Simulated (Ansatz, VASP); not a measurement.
**Two plane-wave programs on Sb**

File INCAR:

```
SYSTEM = Sb
ALGO = Normal ; EDIFF = 1E-6
ENCUT = 520 ; GGA = CA
ISIF = 2 ; ISMEAR = 0
LASPH = .True. ; LCHARG = .False.
LREAL = .False. ; LWAVE = .False.
NBANDS = 8 ; NELM = 60
PREC = Accurate ; SIGMA = 0.1
```

KPOINTS

```
k-points
0
Gamma
  8 8 8
  0 0 0
```

File POSCAR:

```
Sb
1.0
    3.1600000000      0.0000000000      0.0000000000
    0.0000000000      3.1600000000      0.0000000000
    0.0000000000      0.0000000000      3.1600000000
Sb
1
Direct
    0.0000000000      0.0000000000      0.0000000000
```

File input.yaml:

```yaml
crystal:
  lattice:
    - [3.16, 0.0, 0.0]
    - [0.0, 3.16, 0.0]
    - [0.0, 0.0, 3.16]
  atoms:
    - { symbol: Sb, position: [0.0, 0.0, 0.0] }
hamiltonian:
  xc: lda
  pseudopotentials: { kind: paw }
kpoints:
  mp_grid: { grid: [8, 8, 8] }
scf:
  occupations: { method: gaussian, width: 0.1 }
output:
  forces: true
  stress: true
  eigenvalues: true
```

This isn't the form of Sb at room conditions, which is rhombohedral.

Alike in both runs: task single point; functional LDA; k mesh 8 × 8 × 8; occupations gaussian, width 0.1 eV; no spin polarisation.

|  | VASP | Ansatz |
| --- | --- | --- |
| version | VASP 6.6.1 | Ansatz 0.2.0 |
| potentials or method | VASP PAW LDA potentials, release 64 (Sb) | Ansatz PAW |
| plane-wave cutoff (eV) | 520 | 420 |
| valence electrons in the cell | 5 | 15 |

VASP gave:

| Quantity | Value |
| --- | --- |
| gap on the k mesh at the Fermi level (eV) | none |
| pressure (GPa) | -5.6 |

Question: Estimate Ansatz's values.

Answer: gap on the k mesh at the Fermi level (eV): none; pressure (GPa): -5.7.

A gap of «none» marks a metal or a gap that the smearing closes. The two sets of potentials don't hold the same shells in valence.

Caveats: the PAW data sets come from PBE, with cores solved anew for the run's functional, which leaves a small shift of forces and pressure (Ansatz). The runs have no spin-orbit coupling, so splittings on Sb are missing.
